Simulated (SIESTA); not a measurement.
Crystal: MgSe.

```
Se Mg
1.0
     0.00000    2.72550    2.72550
     2.72550    0.00000    2.72550
     2.72550    2.72550    0.00000
Se Mg
1 1
Direct
  0.50000 0.50000 0.50000
  0.00000 0.00000 0.00000
```

Program: SIESTA 5.4.2. Alike in all runs: no spin polarisation; cell as given; k mesh 8 × 8 × 8; smearing fermi-dirac 0.05 eV; grid cutoff 800 Ry.

Task: Order these runs on this cell by their band gap on the k mesh, lowest first.
A. level BLYP; potentials or basis PseudoDojo 0.4 standard (PBE files), DZP (energy shift 0.003 Ry; two zetas on semicore shells); energy shift 0.003 Ry
B. level SOGGA; potentials or basis PseudoDojo 0.4 standard (PBEsol files), SZP (energy shift 0.002 Ry); broadening (eV) 0.1 eV; window from (eV) -15 eV; window to (eV) 15 eV; energy points 201; k mesh for the DOS 12 × 12 × 12; energy shift 0.002 Ry
C. level PBEsol; potentials or basis PseudoDojo 0.4 standard (PBEsol files), DZP (energy shift 0.003 Ry; two zetas on semicore shells); energy shift 0.003 Ry

Result: B (1.71 eV), C (1.87 eV), A (2.03 eV).

Caveats: the basis of atomic orbitals isn't converged, which shifts pressures, moduli and gaps.

A k mesh can miss the band edges.

Not every run made on this cell is shown here.
